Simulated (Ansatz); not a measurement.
# BN: the cost of one run

Program: Ansatz 0.2.0. Level of theory: DFT PBEsol, scalar-relativistic, plane waves, PAW. These are calculated values, not measurements.

4 further runs of the same task are left out: 4 set aside as unsound or not needed.

**1. Starting point**

It takes space group R3m (No. 160, trigonal). The conventional cell has a = 2.504 Å, b = 2.504 Å, c = 10.493 Å, α = 90.00°, β = 90.00°, γ = 120.00°. B (site symmetry 3m) is surrounded by 3 N at 1.45 Å. Around N (site symmetry 3m) lie 3 B at 1.45 Å.

As a file:

```
B N
1.0
     2.49422    0.00154   -0.22289
    -1.23848    2.16503    0.22286
    -0.93432   -0.90562    3.55297
B N
1 1
Direct
  0.99088 0.99134 0.99361
  0.65727 0.32454 0.99319
```

It goes back to an entry of the Materials Project, which need not be the stable form.

It is the result of an earlier relaxation at this level (volume 9.50 Å³/atom; gap on the mesh: 4.25 eV).

**2. Dielectric function**

File input.yaml:

```yaml
crystal:
  lattice:
    - [2.494224071, 0.001536937, -0.2228945606]
    - [-1.2384763368, 2.1650289398, 0.2228555957]
    - [-0.934315222, -0.9056238666, 3.5529683517]
  atoms:
    - { symbol: B, position: [0.9908805793, 0.9913440608, -0.0063894388] }
    - { symbol: "N", position: [0.6572684207, 0.3245399392, 0.9931944388] }
basis:
  ecutwfc: 420
kpoints:
  mp_grid: { grid: [12, 12, 12] }
hamiltonian:
  xc: pbesol
scf:
  occupations: { method: gaussian, width: 0.01 }
  n_extra_bands: 12
output:
  eigenvalues: true
  optics: { e_range: [0, 14], sigma: 0.1, nscf_kmesh: { grid: [18, 18, 18] } }
checkpoint:
  read: start.run
  write: ck
  compress: false
  write_wavefunctions: false
  write_every: 100000
```

Run with:

```bash
$ ansatz run input.yaml --threads 1 --pin off --max-ram 3072MiB --backend cpu --events-out ev --progress --plain --runs-dir out
```

Q: Estimate wall time and peak memory on 1 thread of Intel Xeon 6975P-C (Granite Rapids), shared host.

About 68 s, with a peak of 1.5 GiB.
